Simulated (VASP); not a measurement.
## CuAu3: single point with PBEsol

CuAu3:

```xyz
4
Lattice="3.9800 0.0000 0.0000 0.0000 3.9800 0.0000 0.0000 0.0000 3.9800" Properties=species:S:1:pos:R:3 pbc="T T T"
Cu    0.0000    0.0000    0.0000
Au    0.0000    1.9900    1.9900
Au    1.9900    0.0000    1.9900
Au    1.9900    1.9900    0.0000
```

* Program: VASP 6.6.1
* Task: single point
* Functional: PBEsol
* Potentials or basis: VASP PAW PBE potentials, release 64 (Cu, Au)
* Cutoff: 520 eV
* k mesh: 4 × 4 × 4
* Occupations: gaussian, width 0.1 eV
* Spin: no spin polarisation

* Pressure: -1.1 GPa
* Band gap on the k mesh: none (metal or under the smearing width)

Levels at points of the mesh, in eV from the Fermi level:
| k point | band 20 | band 21 | band 22 | band 23 | band 24 | band 25 |
| --- | --- | --- | --- | --- | --- | --- |
| (0.00, 0.00, 0.00) | -1.41 | -1.41 | 1.05 | 1.05 | 1.05 | 6.01 |
| (0.50, 0.00, 0.00) | -1.86 | -1.47 | -1.41 | 5.31 | 5.67 | 5.98 |
| (0.50, 0.50, 0.00) | -2.12 | -0.70 | -0.12 | 0.01 | 0.01 | 8.42 |
| (0.50, 0.50, 0.50) | -1.56 | -1.10 | -1.00 | -1.00 | -1.00 | 3.07 |

Run time: 13 s on 1 thread of Intel(R) Xeon(R) Platinum 8488C (Sapphire Rapids), with other jobs on the host, peak memory 0.17 GiB.

Caveat: the k mesh is coarse (spacing up to 0.39 Å⁻¹), so the values aren't converged; the PAW data sets were made with another functional, which shifts forces and pressure a little. The run has no spin-orbit coupling, so splittings on Au are missing.
